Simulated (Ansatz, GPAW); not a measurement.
## One calculation of Ge, 3 ways

```
Ge
1.0
     2.79430    0.00000    0.00000
     0.00000    5.20103    0.00000
     0.00000    0.00000    2.69823
Ge
2
Cartesian
  1.3971 0.0000 0.0000
  0.0000 2.6005 0.0000
```

This isn't the form of Ge at room conditions, which is diamond.

Alike in all runs: task single point; functional PBEsol; k mesh 9 × 5 × 10; occupations gaussian, width 0.01 eV; collinear spin, random start; no spin-orbit coupling. Pressure is positive in compression and, in plane waves, holds the error of the finite cutoff, which Ansatz's Pulay term estimates and takes out.

```tsv
program and potentials	plane-wave cutoff (eV)	notes	pressure (GPa)	net moment per atom (μB)
Ansatz, Ansatz PAW	420	potentials made for PBE, which Ansatz adapts in part; 14 valence electrons an atom on average; Pulay term of +0.03 GPa included	-4.15	0.00
Ansatz, all-electron LAPW, scalar-relativistic	-	-	-4.12	0.00
GPAW, PAW data sets generated for this functional	600	4 valence electrons an atom on average	-4.36	0.00
```

The pressure spans -4.36 (GPAW, PAW data sets generated for this functional) to -4.12 GPa (Ansatz, all-electron LAPW, scalar-relativistic), with all-electron results at -4.12. All agree on the net moment per atom. The state is the one that the start led to, which needn't be the lowest.

The functional is the same throughout but for its coding, so the spread measures potentials, basis and numerics; runs on potential files found faulty are left out.
